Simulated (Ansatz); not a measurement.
Input and command of a plane-wave DFT calculation in Ansatz:

```yaml
crystal:
  lattice:
    - [2.8373, 0.0, 0.0]
    - [0.0, 2.8373, 0.0]
    - [0.0, 0.0, 4.0591]
  atoms:
    - { symbol: Ti, position: [0.0, 0.0, 0.0] }
    - { symbol: Al, position: [0.5176223875, 0.5, 0.5] }
basis:
  ecutwfc: 500
kpoints:
  mp_grid: { grid: [16, 16, 12] }
hamiltonian:
  xc: r2scan
scf:
  occupations: { method: gaussian, width: 0.15 }
output:
  forces: true
  stress: true
  eigenvalues: true
  write_density: true
  write_potential: true
  elf: true
  volumetric_format: npy
```

```bash
ansatz run input.yaml --threads 1 --pin off --max-ram 2560MiB --backend cpu --events-out ev --progress --plain --runs-dir out
```

Processor: Intel(R) Xeon(R) Processor @ 2.50GHz (Skylake/Cascade Lake), 1 thread, on a host shared with other jobs.

Estimate time, memory and problem size.

About 120 s on 1 thread of Intel(R) Xeon(R) Processor @ 2.50GHz (Skylake/Cascade Lake), with other jobs on the host, peak memory 0.7 GiB. It solves 12 bands at 567 k points (the mesh reduced by symmetry) with about 831 plane waves, in 7 SCF iterations.
